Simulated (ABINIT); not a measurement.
**WS2: single point with PBEsol**

WS2:

```
W S
1.0
     1.57900    0.91164    6.16333
    -1.57900    0.91164    6.16333
     0.00000   -1.82327    6.16333
W S
1 2
Cartesian
  0.0000 0.0000 0.0000
  0.0000 0.0000 10.7427
  0.0000 0.0000 13.8730
```

Measurements of this composition are mostly on another form, of space group No. 194.

```
Program             : ABINIT 10.8.3 (patched build)
Task                : single point
Functional          : PBEsol
Potentials or basis : PseudoDojo NC SR PBEsol v0.4.1 standard
Cutoff              : 844 eV
k mesh              : 8 × 8 × 8
Occupations         : fermi-dirac, width 0.05 eV
Spin                : no spin polarisation
```

| Property | Result |
| --- | --- |
| Pressure | -0.7 GPa |
| Largest force | 0.599 eV/Å |
| Band gap on the k mesh | 1.12 eV, indirect (least direct gap 2.29 eV) |
| Valence electrons inside the program's atomic spheres | W 10.16; S 3.94, 3.96 |

Forces on the atoms (eV/Å):
```
W    0.000  0.000 -0.599
S    0.000  0.000  0.363
S    0.000  0.000  0.236
```

Stress tensor (GPa, compression positive):
```
-1.00  0.00  0.00
 0.00 -1.00  0.00
 0.00  0.00  0.02
```

Levels at points of the mesh, in eV from the valence-band top:
```csv
k point,band 11,band 12,band 13,band 14,band 15,band 16
"(0.00, 0.00, 0.00)",-2.30,-1.57,-1.23,2.17,2.17,2.54
"(0.50, 0.00, 0.00)",-2.57,-1.81,-1.74,2.29,2.57,3.56
"(0.50, 0.50, 0.00)",-3.18,-2.01,-1.56,2.24,2.69,3.17
"(0.50, 0.50, 0.50)",-2.27,-2.27,0.00,2.29,2.29,2.38
```

Wall time 3.3 min on 1 thread of AMD EPYC 9R45 96-Core Processor (Zen 5), on a shared host, peak memory 0.19 GiB.

Caveat: the cutoff is short for stress, so the pressure is rough; spin-orbit coupling is left out, which moves the levels of the heavy elements. As with any semilocal functional, this PBEsol gap is likely too small.
